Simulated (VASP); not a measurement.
# NaCl (F-43m) in VASP: further runs

Aim: see how the results for NaCl move with the level of theory and the settings. Levels: LDA, PBE+D3. Tasks: electron localisation function, relaxation of cell and atoms.

Everything below comes from runs of VASP 6.6.1. Logs are shortened: lines on timing, memory, paths and dates and some standing lists are left out, and cuts for length are marked.

## Step 1: The structure

It takes space group F-43m (No. 216, cubic). Conventional cell: a = 6.251 Å, b = 6.251 Å, c = 6.251 Å, α = 90.00°, β = 90.00°, γ = 90.00°. Na (site symmetry -43m) is surrounded by 4 Cl at 2.71 Å. Around Cl (site symmetry -43m) lie 4 Na at 2.71 Å.

The cell was built by a generator and needn't be a form met in nature.

## Step 2: Electron localisation function, LDA

Input file INCAR:

```
SYSTEM = NaCl
PREC     = Single         ! precision mode
ENCUT    = 900            ! plane-wave cutoff, eV
EDIFF    = 0.001          ! SCF threshold, eV
ISMEAR   = -1             ! smearing method
SIGMA    = 0.1            ! smearing width, eV
LREAL    = .False.        ! projectors in reciprocal space
LASPH    = .True.         ! aspherical terms in the spheres
NELM     = 80             ! most SCF steps
ALGO     = Fast           ! electronic algorithm
ISIF     = 2              ! what is computed and relaxed
LWAVE    = .False.        ! write WAVECAR
LCHARG   = .True.         ! write CHGCAR
GGA      = CA             ! functional
LELF     = .True.         ! ELF
```

Input file KPOINTS:

```
Automatic mesh
0
Gamma
  7 7 7
  0 0 0
```

Input file POSCAR:

```
NaCl
1.0
    0.0000000000      3.1257300000      3.1257300000
    3.1257300000      0.0000000000      3.1257300000
    3.1257300000      3.1257300000      0.0000000000
Na Cl
1 1
Direct
    0.2500000000      0.2500000000      0.2500000000
    0.5000000000      0.5000000000      0.5000000000
```

Potentials or basis: VASP PAW LDA potentials, release 64 (Na_pv, Cl_h).

The run is started by

```sh
cat potpaw_LDA.64/Na_pv/POTCAR potpaw_LDA.64/Cl_h/POTCAR > POTCAR
mpirun -np 1 vasp_std > vasp.out
```

OUTCAR:

```text
SYSTEM = NaCl
   PREC = Single
   ENCUT = 900
   EDIFF = 0.001
   ISMEAR = -1
   LREAL = .False.
   LASPH = .True.
   NELM = 80
   ISIF = 2
   GGA = CA

 ion  position               nearest neighbor table
   1  0.250  0.250  0.250-
   2  0.500  0.500  0.500-

  LATTYP: Found a face centered cubic cell.
 ALAT       =     6.2514600000

  Lattice vectors:

 A1 = (   0.0000000000,   3.1257300000,   3.1257300000)
 A2 = (   3.1257300000,   0.0000000000,   3.1257300000)
 A3 = (   3.1257300000,   3.1257300000,   0.0000000000)

Analysis of symmetry for initial positions (statically):
=====================================================================
 Subroutine PRICEL returns:
 Original cell was already a primitive cell.

 Routine SETGRP: Setting up the symmetry group for a
 face centered cubic supercell.

 Subroutine GETGRP returns: Found 24 space group operations
 (whereof 24 operations were pure point group operations)
 out of a pool of 48 trial point group operations.

The static configuration has the point symmetry T_d .

Analysis of symmetry for dynamics (positions and initial velocities):
=====================================================================
 Subroutine PRICEL returns:
 Original cell was already a primitive cell.

 Routine SETGRP: Setting up the symmetry group for a
 face centered cubic supercell.

 Subroutine GETGRP returns: Found 24 space group operations
 (whereof 24 operations were pure point group operations)
 out of a pool of 48 trial point group operations.

The dynamic configuration has the point symmetry T_d .

 Subroutine INISYM returns: Found 24 space group operations
 (whereof 24 operations are pure point group operations),
 and found     1 'primitive' translations

----------------------------------------------------------------------------------------

                                     Primitive cell

  volume of cell :      61.0779

  direct lattice vectors                    reciprocal lattice vectors
     0.000000000  3.125730000  3.125730000    -0.159962633  0.159962633  0.159962633
     3.125730000  0.000000000  3.125730000     0.159962633 -0.159962633  0.159962633
     3.125730000  3.125730000  0.000000000     0.159962633  0.159962633 -0.159962633

  length of vectors
     4.420449758  4.420449758  4.420449758     0.277063407  0.277063407  0.277063407

  position of ions in fractional coordinates (direct lattice)
     0.250000000  0.250000000  0.250000000
     0.500000000  0.500000000  0.500000000

  ion indices of the primitive-cell ions
   primitive index   ion index
                 1           1
                 2           2

----------------------------------------------------------------------------------------

 KPOINTS: Automatic mesh

Automatic generation of k-mesh.
 Grid dimensions read from file:
 generate k-points for:    7    7    7

 Generating k-lattice:

  Cartesian coordinates                     Fractional coordinates (reciprocal lattice)
    -0.022851805  0.022851805  0.022851805     0.142857143  0.000000000  0.000000000
     0.022851805 -0.022851805  0.022851805     0.000000000  0.142857143  0.000000000
     0.022851805  0.022851805 -0.022851805     0.000000000  0.000000000  0.142857143

  Length of vectors
     0.039580487  0.039580487  0.039580487

  Shift w.r.t. Gamma in fractional coordinates (k-lattice)
     0.000000000  0.000000000  0.000000000

 Subroutine IBZKPT returns following result:
 ===========================================

 Found     20 irreducible k-points:

 Following reciprocal coordinates:
            Coordinates               Weight
  0.000000  0.000000  0.000000      1.000000
  0.142857  0.000000  0.000000      8.000000
  0.285714  0.000000  0.000000      8.000000
  0.428571  0.000000  0.000000      8.000000
  0.142857  0.142857  0.000000      6.000000
  0.285714  0.142857  0.000000     24.000000
[... 12 lines left out ...]
 -0.428571  0.428571  0.142857     24.000000
 -0.285714  0.428571  0.142857     24.000000
   k-points           NKPTS =     20   k-points in BZ     NKDIM =     20   number of bands    NBANDS=     11
   number of dos      NEDOS =    301   number of ions     NIONS =      2
   total plane-waves  NPLWV = 110592
   dimension x,y,z NGX =    48 NGY =   48 NGZ =   48
   dimension x,y,z NGXF=    48 NGYF=   48 NGZF=   48
   ions per type =               1   1
   NGX,Y,Z   is equivalent  to a cutoff of  18.05, 18.05, 18.05 a.u.
   NGXF,Y,Z  is equivalent  to a cutoff of  18.05, 18.05, 18.05 a.u.
 SYSTEM =  NaCl
   PREC   = single    normal or accurate (medium, high low for compatibility)
   ISTART =      0    job   : 0-new  1-cont  2-samecut
   ICHARG =      2    charge: 1-file 2-atom 10-const
   ISPIN  =      1    spin polarized calculation?
   LNONCOLLINEAR =      F non collinear calculations
   LSORBIT =      F    spin-orbit coupling
   LASPH  =      T    aspherical Exc in radial PAW
   ENCUT  =  900.0 eV  66.15 Ry    8.13 a.u.  10.81 10.81 10.81*2*pi/ulx,y,z
   NELM   =     80;   NELMIN=  2; NELMDL= -5     # of ELM steps
   EDIFF  = 0.1E-02   stopping-criterion for ELM
   LREAL  =      F    real-space projection
   EDIFFG = 0.1E-01   stopping-criterion for IOM
   NSW    =      0    number of steps for IOM
   IBRION =     -1    ionic relax: 0-MD 1-quasi-New 2-CG
   NFREE  =      0    steps in history (QN), initial steepest desc. (CG)
   ISIF   =      2    stress and relaxation
   ISYM   =      2    0-nonsym 1-usesym 2-fastsym
   POTIM  = 0.5000    time-step for ionic-motion
   TEBEG  =    0.0;   TEEND  =   0.0 temperature during run
   PSTRESS=    0.0 pullay stress
   NELECT =      14.0000    total number of electrons
   NUPDOWN=      -1.0000    fix difference up-down
   EMIN   =  10.00;   EMAX   =-10.00  energy-range for DOS
   EFERMI =   0.00;   METHOD = LEGACY
   ISMEAR =    -1;   SIGMA  =   0.10  broadening in eV -4-tet -1-fermi 0-gaus
   EFERMI_NEDOS =   21; number of points for ismear=-14 and -15
   IALGO  =     68    algorithm
   IMIX   =      4    mixing-type and parameters
     AMIX     =   0.40;   BMIX     =  1.00
     AMIX_MAG =   1.60;   BMIX_MAG =  1.00
  volume/ion in A,a.u.               =      30.54       206.09
  Fermi-wavevector in a.u.,A,eV,Ry     =   1.001896  1.893309 13.657473  1.003796
  Thomas-Fermi vector in A             =   2.134348
   LORBIT       =      0    0 simple, 1 ext, 2 COOP (PROOUT), +10 PAW based schemes
   GGA     = CA    functional components
   LHFCALC =     F    Hartree Fock is set to
   AEXX    =    0.0000 exact exchange contribution
   IVDW    =     0    specifies the selected vdW correction
   LEPSILON=     F    determine dielectric tensor
   LRPA    =     F    only Hartree local field effects (RPA)
 non-spin polarized calculation
 RMM-DIIS sequential band-by-band and
  energy-cutoff  :      900.00
  volume of cell :       61.08
 maximum number of plane-waves:      3762
 NGX is ok and might be reduce to    48
   NGX = 21   NGY = 21   NGZ = 21

 number of electron      14.0000035 magnetization

 Free energy of the ion-electron system (eV)
  ---------------------------------------------------
  ext. energy  EPLUGINS =         0.00000000
  ---------------------------------------------------
  free energy    TOTEN  =        -7.08503671 eV

  energy without entropy =       -7.08503671  energy(sigma->0) =       -7.08503671

 E-fermi :  -0.1764     XC(G=0):  -7.3014

 val. band max:       -2.5096848427   @ k =   0.0000   0.0000   0.0000
 cond. band min:       1.9214879106   @ k =   0.0000   0.0000   0.0000
 fundamental gap:      4.4311727533
 Fermi energy:        -0.1763970408

 k-point     1 :       0.0000    0.0000    0.0000
  band No.  band energies     occupation
      1     -23.2129      2.00000
      2     -23.2129      2.00000
      3     -23.2129      2.00000
      4     -14.4867      2.00000
      5      -2.5097      2.00000
      6      -2.5097      2.00000
      7      -2.5097      2.00000
      8       1.9215      0.00000
      9       8.2339      0.00000
     10       8.2339      0.00000
     11       8.2341      0.00000

 k-point     2 :       0.1429    0.0000    0.0000
  band No.  band energies     occupation
      1     -23.2152      2.00000
      2     -23.2131      2.00000
      3     -23.2131      2.00000
      4     -14.4612      2.00000
      5      -2.7634      2.00000
      6      -2.5279      2.00000
      7      -2.5279      2.00000
      8       2.3821      0.00000
      9       7.7271      0.00000
     10       8.3416      0.00000
     11       8.3420      0.00000

 k-point     3 :       0.2857    0.0000    0.0000
  band No.  band energies     occupation
      1     -23.2204      2.00000
      2     -23.2137      2.00000
      3     -23.2137      2.00000
      4     -14.4032      2.00000
      5      -3.2292      2.00000
      6      -2.5679      2.00000
      7      -2.5679      2.00000
      8       3.3983      0.00000
      9       6.8049      0.00000
     10       8.0982      0.00000
     11       8.0983      0.00000

 k-point     4 :       0.4286    0.0000    0.0000
  band No.  band energies     occupation
      1     -23.2246      2.00000
      2     -23.2142      2.00000
      3     -23.2142      2.00000
      4     -14.3561      2.00000
      5      -3.5392      2.00000
      6      -2.5992      2.00000
      7      -2.5992      2.00000
      8       4.3637      0.00000
      9       5.9985      0.00000
     10       7.7529      0.00000
     11       7.7529      0.00000
[... 183 lines left out ...]
 k-point    18 :      -0.4286    0.2857    0.1429
  band No.  band energies     occupation
      1     -23.2241      2.00000
      2     -23.2170      2.00000
      3     -23.2151      2.00000
      4     -14.3273      2.00000
      5      -3.3673      2.00000
      6      -2.9429      2.00000
      7      -2.7019      2.00000
      8       4.9542      0.00000
      9       5.8743      0.00000
     10       6.9772      0.00000
     11       8.3173      0.00000

 k-point    19 :      -0.4286    0.4286    0.1429
  band No.  band energies     occupation
      1     -23.2249      2.00000
      2     -23.2170      2.00000
      3     -23.2160      2.00000
      4     -14.3124      2.00000
      5      -3.3646      2.00000
      6      -2.9328      2.00000
      7      -2.8123      2.00000
      8       4.5178      0.00000
      9       6.3909      0.00000
     10       6.9460      0.00000
     11       8.5610      0.00000

 k-point    20 :      -0.2857    0.4286    0.1429
  band No.  band energies     occupation
      1     -23.2245      2.00000
      2     -23.2179      2.00000
      3     -23.2159      2.00000
      4     -14.3084      2.00000
      5      -3.2281      2.00000
      6      -3.1403      2.00000
      7      -2.7974      2.00000
      8       4.9091      0.00000
      9       6.2921      0.00000
     10       6.9619      0.00000
     11       8.0287      0.00000

------------------------ aborting loop because EDIFF is reached ----------------------------------------

  FORCE on cell =-STRESS in cart. coord.  units (eV):
  Direction    XX          YY          ZZ          XY          YZ          ZX
  --------------------------------------------------------------------------------------
  -------------------------------------------------------------------------------------
  Total       -0.9694291     -0.9694291     -0.9694291     -0.0000000      0.0000000      0.0000000
  in kB      -25.4297588    -25.4297588    -25.4297588     -0.0000000      0.0000000      0.0000000
  external PRESSURE =     -25.4297588 kB  Pullay stress =       0.0000000 kB

 VOLUME and BASIS-vectors are now :
 -----------------------------------------------------------------------------
  energy-cutoff  :      900.00
  volume of cell :       61.08
      direct lattice vectors                 reciprocal lattice vectors
     0.000000000  3.125730000  3.125730000    -0.159962633  0.159962633  0.159962633
     3.125730000  0.000000000  3.125730000     0.159962633 -0.159962633  0.159962633
     3.125730000  3.125730000  0.000000000     0.159962633  0.159962633 -0.159962633

 POSITION                                       TOTAL-FORCE (eV/Angst)
 -----------------------------------------------------------------------------------
      1.56286      1.56286      1.56286         0.000000      0.000000     -0.000000
      3.12573      3.12573      3.12573        -0.000000     -0.000000      0.000000
 -----------------------------------------------------------------------------------
    total drift:                                0.000001      0.000001      0.000000

  FREE ENERGIE OF THE ION-ELECTRON SYSTEM (eV)
  ---------------------------------------------------
  free  energy   TOTEN  =        -7.0850367066 eV

  energy  without entropy=       -7.0850367065  energy(sigma->0) =       -7.08503671
```

Wall time 11 s (1 thread of Intel Xeon 6975P-C (Granite Rapids), shared host); peak memory 0.16 GiB.

These settings aren't checked as converged (typed here: PREC = Single; EDIFF = 0.001): the numbers below hold their error.

Results:

| Property | Result |
| --- | --- |
| Free energy | -7.0850 eV |
| Pressure | -2.5 GPa |
| Band gap on the k mesh | 4.43 eV, direct |

Caveat: an odd mesh through Γ misses points on the zone boundary, where band edges often lie.

## Step 3: Relaxation of cell and atoms, PBE+D3

Input file run.py:

```python
from ase.calculators.vasp import Vasp
from ase.filters import FrechetCellFilter
from ase.optimize import BFGSLineSearch
from ase.spacegroup import crystal

atoms = crystal(
    ['Na', 'Cl'],
    basis=[[0.25, 0.25, 0.75], [0.5, 0.0, 0.0]],
    spacegroup=216,
    setting=1,
    cellpar=[6.25146, 6.25146, 6.25146, 90.0, 90.0, 90.0],
    primitive_cell=True,
)
calc = Vasp(
    directory='calc',
    xc='pbe',
    pp='PBE',
    setups='minimal',
    prec='Accurate',
    encut=580,
    ediff=1e-06,
    ismear=-5,
    sigma=0.1,
    lreal=False,
    lasph=True,
    nelm=100,
    algo='Fast',
    isif=2,
    lwave=False,
    lcharg=False,
    ivdw=11,
    kpts=[7, 7, 7],
    gamma=True,
)
atoms.calc = calc
opt = BFGSLineSearch(FrechetCellFilter(atoms), trajectory='relax.traj')
converged = opt.run(fmax=0.01, steps=40)
print('converged:', converged)

print('energy (eV):', atoms.get_potential_energy())
print('free energy (eV):', atoms.get_potential_energy(force_consistent=True))
print('forces (eV/A):')
print(atoms.get_forces())
print('stress (eV/A^3, Voigt):', atoms.get_stress())
print('Fermi level (eV):', calc.get_fermi_level())
print('cell (A, degrees):', atoms.cell.cellpar())
print('volume (A^3):', atoms.get_volume())
print('scaled positions:')
print(atoms.get_scaled_positions())
```

Potentials or basis: VASP PAW PBE potentials, release 64 (Na, Cl).

The run is started by

```sh
python run.py
```

The log of the run:

```text
Step[ FC]     Time          Energy          fmax
BFGSLineSearch:    0[  0] --:--:--       -6.976421       0.2113
BFGSLineSearch:    1[  2] --:--:--       -6.991204       0.0093
converged: True
energy (eV): -6.99120358
free energy (eV): -6.99120358
forces (eV/A):
[[-0. -0. -0.]
 [ 0.  0.  0.]]
stress (eV/A^3, Voigt): [-0.00032783 -0.00032783 -0.00032783 -0.         -0.         -0.        ]
Fermi level (eV): -2.08170484
cell (A, degrees): [ 4.31876454  4.31876454  4.31876454 60.         60.         60.        ]
volume (A^3): 56.95916088850212
scaled positions:
[[0.75 0.75 0.75]
 [0.5  0.5  0.5 ]]
```

OUTCAR:

```text
ENCUT = 580.000000
   EDIFF = 1.00e-06
   GGA = PE
   PREC = Accurate
   ISIF = 2
   ISMEAR = -5
   NELM = 100
[... 444 lines left out ...]
      4.58074      4.58074      4.58074        -0.000000     -0.000000     -0.000000
      3.05383      3.05383      3.05383         0.000000      0.000000      0.000000
 -----------------------------------------------------------------------------------
    total drift:                                0.000000      0.000000      0.000000

  FREE ENERGIE OF THE ION-ELECTRON SYSTEM (eV)
  ---------------------------------------------------
  free  energy   TOTEN  =        -6.9912035815 eV

  energy  without entropy=       -6.9912035815  energy(sigma->0) =       -6.99120358
```

INCAR:

```text
ENCUT = 580.000000
SIGMA = 0.100000
EDIFF = 1.00e-06
ALGO = Fast
GGA = PE
PREC = Accurate
ISIF = 2
ISMEAR = -5
NELM = 100
IVDW = 11
LASPH = .TRUE.
LCHARG = .FALSE.
LWAVE = .FALSE.
LREAL = .FALSE.
```

Wall time 21 s (1 thread of Intel Xeon 6975P-C (Granite Rapids), shared host); peak memory 0.2 GiB.

Results:

```yaml
Free_energy: -6.9912 eV
Relaxed_volume: 28.48 Å³/atom
Relaxed_cell: a = 4.319 Å, b = 4.319 Å, c = 4.319 Å, α = 60.00°, β = 60.00°, γ = 60.00°
Space_group_after_relaxing_to_0.05_Å: F-43m (No. 216)
Energy_gained_by_relaxing: 7.4 meV/atom
Ionic_steps: 2
Pressure_after_relaxing: 0.1 GPa
Band_gap_on_the_k_mesh: 5.01 eV, direct
Dispersion_energy_per_atom: -0.160 eV
```

The path:
```
step  energy change (eV)  largest force (eV/Å)  pressure (GPa)  volume (Å³)
   1              0.0000                0.0000           -1.11        61.08
   2             -0.0148                0.0000            0.05        56.96
```

Final structure:
```yaml
crystal:
  lattice:
    - [0.00000, 3.05383, 3.05383]
    - [3.05383, 0.00000, 3.05383]
    - [3.05383, 3.05383, 0.00000]
  atoms:
    - { symbol: Na, position: [0.75000, 0.75000, 0.75000] }
    - { symbol: Cl, position: [0.50000, 0.50000, 0.50000] }
```

Levels at points of the mesh, in eV from the valence-band top:
```csv
k point,band 1,band 2,band 3,band 4,band 5,band 6,band 7,band 8
"(0.00, 0.00, 0.00)",-12.15,0.00,0.00,0.00,5.01,11.27,11.27,11.27
```

Caveat: an odd mesh through Γ misses points on the zone boundary, where band edges often lie.
